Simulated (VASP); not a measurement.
# Fe (Im-3m) in VASP: single point with HSE06

Aim: the single point of Fe with HSE06.

All numbers are computed with VASP 6.6.1; they aren't measurements. Logs are shortened: lines on timing, memory, paths and dates and some standing lists are left out, and cuts for length are marked.

## 1. The crystal as given

Symmetry: Im-3m, No. 229, cubic system. Conventional cell: a = 2.785 Å, b = 2.785 Å, c = 2.785 Å, α = 90.00°, β = 90.00°, γ = 90.00°. Fe (site symmetry m-3m) has 8 Fe at 2.41 Å as nearest neighbours.

## 2. Single point, HSE06, collinear spin, ferromagnetic start

POSCAR

```
Fe
1.0
   -1.3925200000      1.3925200000      1.3925200000
    1.3925200000     -1.3925200000      1.3925200000
    1.3925200000      1.3925200000     -1.3925200000
Fe
1
Direct
    0.0000000000      0.0000000000      0.0000000000
```

INCAR.step1

```
SYSTEM = Fe
PREC = Accurate
ENCUT = 520
EDIFF = 1E-5
ISMEAR = 0
SIGMA = 0.1
LREAL = .FALSE.
LASPH = .TRUE.
NELM = 150
ALGO = Normal
ISIF = 2
LWAVE = .TRUE.
ISPIN = 2
MAGMOM = 3
LORBIT = 11
LMAXMIX = 4
NBANDS = 14
GGA = PE
```

INCAR.step2

```
SYSTEM = Fe
PREC = Accurate
ENCUT = 520
EDIFF = 1E-6
ISMEAR = 0
SIGMA = 0.1
LREAL = .FALSE.
LASPH = .TRUE.
NELM = 150
ALGO = Normal
ISIF = 2
LWAVE = .FALSE.
LCHARG = .FALSE.
ISPIN = 2
MAGMOM = 3
LORBIT = 11
LMAXMIX = 4
GGA = PE
LHFCALC = .TRUE.
HFSCREEN = 0.2
PRECFOCK = Fast
NBANDS = 14
ISTART = 1
```

KPOINTS

```
regular mesh
0
G
  10 10 10
  0 0 0
```

Potentials or basis: VASP PAW PBE potentials, release 64 (Fe).

Launch:

```console
$ cat potpaw_PBE.64/Fe/POTCAR > POTCAR
$ cp INCAR.step1 INCAR
$ mpirun -np 1 vasp_std > vasp.out
$ cp INCAR.step2 INCAR
$ mpirun -np 1 vasp_std > vasp.out
```

OUTCAR:

```text
SYSTEM = Fe
   PREC = Accurate
   ENCUT = 520
   EDIFF = 1E-6
   ISMEAR = 0
   LREAL = .FALSE.
   LASPH = .TRUE.
   NELM = 150
   ISIF = 2
   ISPIN = 2
   LORBIT = 11
   GGA = PE
   LHFCALC = .TRUE.
   HFSCREEN = 0.2
   PRECFOCK = Fast
   ISTART = 1

 ion  position               nearest neighbor table
   1  0.000  0.000  0.000-

  LATTYP: Found a body centered cubic cell.
 ALAT       =     2.7850400000

  Lattice vectors:

 A1 = (  -1.3925200000,   1.3925200000,   1.3925200000)
 A2 = (   1.3925200000,  -1.3925200000,   1.3925200000)
 A3 = (   1.3925200000,   1.3925200000,  -1.3925200000)

Analysis of symmetry for initial positions (statically):
=====================================================================
 Subroutine PRICEL returns:
 Original cell was already a primitive cell.

 Routine SETGRP: Setting up the symmetry group for a
 body centered cubic supercell.

 Subroutine GETGRP returns: Found 48 space group operations
 (whereof 48 operations were pure point group operations)
 out of a pool of 48 trial point group operations.

The static configuration has the point symmetry O_h .

Analysis of symmetry for dynamics (positions and initial velocities):
=====================================================================
 Subroutine PRICEL returns:
 Original cell was already a primitive cell.

 Routine SETGRP: Setting up the symmetry group for a
 body centered cubic supercell.

 Subroutine GETGRP returns: Found 48 space group operations
 (whereof 48 operations were pure point group operations)
 out of a pool of 48 trial point group operations.

The dynamic configuration has the point symmetry O_h .

Analysis of structural, dynamic, and magnetic symmetry:
=====================================================================
 Subroutine PRICEL returns:
 Original cell was already a primitive cell.

 Routine SETGRP: Setting up the symmetry group for a
 body centered cubic supercell.

 Subroutine GETGRP returns: Found 48 space group operations
 (whereof 48 operations were pure point group operations)
 out of a pool of 48 trial point group operations.

The overall configuration has the point symmetry O_h .

 Subroutine INISYM returns: Found 48 space group operations
 (whereof 48 operations are pure point group operations),
 and found     1 'primitive' translations

----------------------------------------------------------------------------------------

                                     Primitive cell

  volume of cell :      10.8010

  direct lattice vectors                    reciprocal lattice vectors
    -1.392520000  1.392520000  1.392520000     0.000000000  0.359061270  0.359061270
     1.392520000 -1.392520000  1.392520000     0.359061270  0.000000000  0.359061270
     1.392520000  1.392520000 -1.392520000     0.359061270  0.359061270  0.000000000

  length of vectors
     2.411915391  2.411915391  2.411915391     0.507789318  0.507789318  0.507789318

  position of ions in fractional coordinates (direct lattice)
     0.000000000  0.000000000  0.000000000

  ion indices of the primitive-cell ions
   primitive index   ion index
                 1           1

----------------------------------------------------------------------------------------

 KPOINTS: regular mesh

Automatic generation of k-mesh.
 Grid dimensions read from file:
 generate k-points for:   10   10   10

 Generating k-lattice:

  Cartesian coordinates                     Fractional coordinates (reciprocal lattice)
     0.000000000  0.035906127  0.035906127     0.100000000  0.000000000  0.000000000
     0.035906127  0.000000000  0.035906127     0.000000000  0.100000000  0.000000000
     0.035906127  0.035906127  0.000000000     0.000000000  0.000000000  0.100000000

  Length of vectors
     0.050778932  0.050778932  0.050778932

  Shift w.r.t. Gamma in fractional coordinates (k-lattice)
     0.000000000  0.000000000  0.000000000

 Subroutine IBZKPT returns following result:
 ===========================================

 Found     47 irreducible k-points:

 Following reciprocal coordinates:
            Coordinates               Weight
[... 35 lines left out ...]
   ISTART =      1    job   : 0-new  1-cont  2-samecut
   ICHARG =      0    charge: 1-file 2-atom 10-const
   ISPIN  =      2    spin polarized calculation?
   LNONCOLLINEAR =      F non collinear calculations
   LSORBIT =      F    spin-orbit coupling
   LASPH  =      T    aspherical Exc in radial PAW
   ENCUT  =  520.0 eV  38.22 Ry    6.18 a.u.   4.48  4.48  4.48*2*pi/ulx,y,z
   NELM   =    150;   NELMIN=  2; NELMDL=  0     # of ELM steps
   EDIFF  = 0.1E-05   stopping-criterion for ELM
   LREAL  =      F    real-space projection
   EDIFFG = 0.1E-04   stopping-criterion for IOM
   NSW    =      0    number of steps for IOM
   IBRION =     -1    ionic relax: 0-MD 1-quasi-New 2-CG
   NFREE  =      0    steps in history (QN), initial steepest desc. (CG)
   ISIF   =      2    stress and relaxation
   ISYM   =      3    0-nonsym 1-usesym 2-fastsym
   POTIM  = 0.5000    time-step for ionic-motion
   TEBEG  =    0.0;   TEEND  =   0.0 temperature during run
   PSTRESS=    0.0 pullay stress
   NELECT =       8.0000    total number of electrons
   NUPDOWN=      -1.0000    fix difference up-down
   EMIN   =  10.00;   EMAX   =-10.00  energy-range for DOS
   EFERMI =   0.00;   METHOD = LEGACY
   ISMEAR =     0;   SIGMA  =   0.10  broadening in eV -4-tet -1-fermi 0-gaus
   EFERMI_NEDOS =   21; number of points for ismear=-14 and -15
   IALGO  =     38    algorithm
   IMIX   =      1    mixing-type and parameters
     AMIX     =   0.40;   BMIX     =  1.00
     AMIX_MAG =   1.60;   BMIX_MAG =  1.00
  volume/ion in A,a.u.               =      10.80        72.89
  Fermi-wavevector in a.u.,A,eV,Ry     =   1.481210  2.799082 29.850964  2.193984
  Thomas-Fermi vector in A             =   2.595149
   LORBIT       =     11    0 simple, 1 ext, 2 COOP (PROOUT), +10 PAW based schemes
   GGA     = PE    functional components
   LHFCALC =     T    Hartree Fock is set to
   PRECFOCK=fast      Normal, Fast or Accurate (Low or Medium for compatibility)
   ENCUT4O =  -1.0   cutoff for four orbital integrals eV
   NKREDX  =     1    reduce k-point grid by
   NKREDY  =     1    reduce k-point grid by
   NKREDZ  =     1    reduce k-point grid by
   AEXX    =    0.2500 exact exchange contribution
   HFSCREEN=    0.2000 screening length (either q_TF or 0.3 A-1)
   HFSCREENC=   0.2000 screening length for correlation (either q_TF or 0.3 A-1)
   ENCUTFOCK=  -1.0 apply spherical cutoff to Coloumb kernel
   IVDW    =     0    specifies the selected vdW correction
   LEPSILON=     F    determine dielectric tensor
   LRPA    =     F    only Hartree local field effects (RPA)
 spin polarized calculation
 Gauss-broadening in eV      SIGMA  =   0.10
  energy-cutoff  :      520.00
  volume of cell :       10.80
 maximum number of plane-waves:       321
 NGX is ok and might be reduce to    18
  NGX = 12; NGY = 12; NGZ = 12

 number of electron       8.0000003 magnetization       2.8094785

 Free energy of the ion-electron system (eV)
  ---------------------------------------------------
  ext. energy  EPLUGINS =         0.00000000
  ---------------------------------------------------
  free energy    TOTEN  =       -11.46105459 eV

  energy without entropy =      -11.46005514  energy(sigma->0) =      -11.46055487

 E-fermi :   6.4474     XC(G=0): -10.8666

 val. band max:        6.4141946142   @ k =   0.2000   0.0000   0.0000
 cond. band min:       6.4866859577   @ k =  -0.4000  -0.4000   0.2000
 fundamental gap:      0.0724913435
 Fermi energy:         6.4474004367

 spin component 1

 k-point     1 :       0.0000    0.0000    0.0000
  band No.  band energies     occupation
      1      -3.4996      1.00000
      2       1.3343      1.00000
      3       1.3343      1.00000
      4       1.3343      1.00000
      5       2.7567      1.00000
      6       2.7567      1.00000
      7      33.2296      0.00000
      8      33.2296      0.00000
      9      33.2296      0.00000
     10      38.8217      0.00000
     11      38.8217      0.00000
     12      41.3643      0.00000
     13      41.3643      0.00000
     14      41.3643      0.00000
[... 379 lines left out ...]
      3       1.5957      1.00000
      4       2.4624      1.00000
      5       3.1603      1.00000
      6       3.9270      1.00000
      7      21.5943      0.00000
      8      27.8010      0.00000
      9      28.3892      0.00000
     10      35.1225      0.00000
     11      35.6987      0.00000
     12      38.7327      0.00000
     13      48.2739      0.00000
     14      48.3519      0.00000

 [... further k-points ...]

 spin component 2

 k-point     1 :       0.0000    0.0000    0.0000
  band No.  band energies     occupation
      1      -3.9169      1.00000
      2       7.3457      0.00000
      3       7.3457      0.00000
      4       7.3457      0.00000
      5      10.2254      0.00000
      6      10.2255      0.00000
      7      32.5453      0.00000
      8      32.5453      0.00000
      9      32.5453      0.00000
     10      38.9472      0.00000
     11      38.9472      0.00000
     12      42.7476      0.00000
     13      42.7476      0.00000
     14      42.7476      0.00000
[... 379 lines left out ...]
      3       6.0393      1.00000
      4       9.0313      0.00000
      5       9.5876      0.00000
      6      10.7192      0.00000
      7      23.0633      0.00000
      8      27.9034      0.00000
      9      29.4347      0.00000
     10      35.5548      0.00000
     11      36.4435      0.00000
     12      39.1418      0.00000
     13      48.4067      0.00000
     14      48.8262      0.00000

 [... further k-points ...]

------------------------ aborting loop because EDIFF is reached ----------------------------------------

  FORCE on cell =-STRESS in cart. coord.  units (eV):
  Direction    XX          YY          ZZ          XY          YZ          ZX
  --------------------------------------------------------------------------------------
  -------------------------------------------------------------------------------------
  Total        2.0264114      2.0264114      2.0264114      0.0000000      0.0000000     -0.0000000
  in kB      300.5895626    300.5895626    300.5895626      0.0000000      0.0000000     -0.0000000
  external PRESSURE =     300.5895626 kB  Pullay stress =       0.0000000 kB

 VOLUME and BASIS-vectors are now :
 -----------------------------------------------------------------------------
  energy-cutoff  :      520.00
  volume of cell :       10.80
      direct lattice vectors                 reciprocal lattice vectors
    -1.392520000  1.392520000  1.392520000     0.000000000  0.359061270  0.359061270
     1.392520000 -1.392520000  1.392520000     0.359061270  0.000000000  0.359061270
     1.392520000  1.392520000 -1.392520000     0.359061270  0.359061270  0.000000000

 POSITION                                       TOTAL-FORCE (eV/Angst)
 -----------------------------------------------------------------------------------
      0.00000      0.00000      0.00000         0.000000     -0.000000     -0.000000
 -----------------------------------------------------------------------------------
    total drift:                                0.000007      0.000028      0.000029

  FREE ENERGIE OF THE ION-ELECTRON SYSTEM (eV)
  ---------------------------------------------------
  free  energy   TOTEN  =       -11.4610545908 eV

  energy  without entropy=      -11.4600551400  energy(sigma->0) =      -11.46055487

 total charge

# of ion       s       p       d       tot
------------------------------------------
    1        0.534   0.635   6.246   7.415

 magnetization (x)

# of ion       s       p       d       tot
------------------------------------------
    1       -0.031  -0.157   3.011   2.823
```

It took 42 min on 1 thread of Intel Xeon 6975P-C (Granite Rapids), shared host; peak memory 0.25 GiB.

Results:

```
Free energy                                           : -11.4611 eV
Pressure                                              : 30.1 GPa
Band gap on the k mesh                                : none (metal or under the smearing width)
Net moment                                            : 2.81 μB per cell
Site moments                                          : Fe +2.82 μB
Valence electrons inside the program's atomic spheres : Fe 7.42
```

Caveat: a pressure of tens of GPa on the cell as given is suspect, and the run, the potentials or the cell itself is likely at fault; the PAW data sets were made with another functional, which shifts forces and pressure a little.
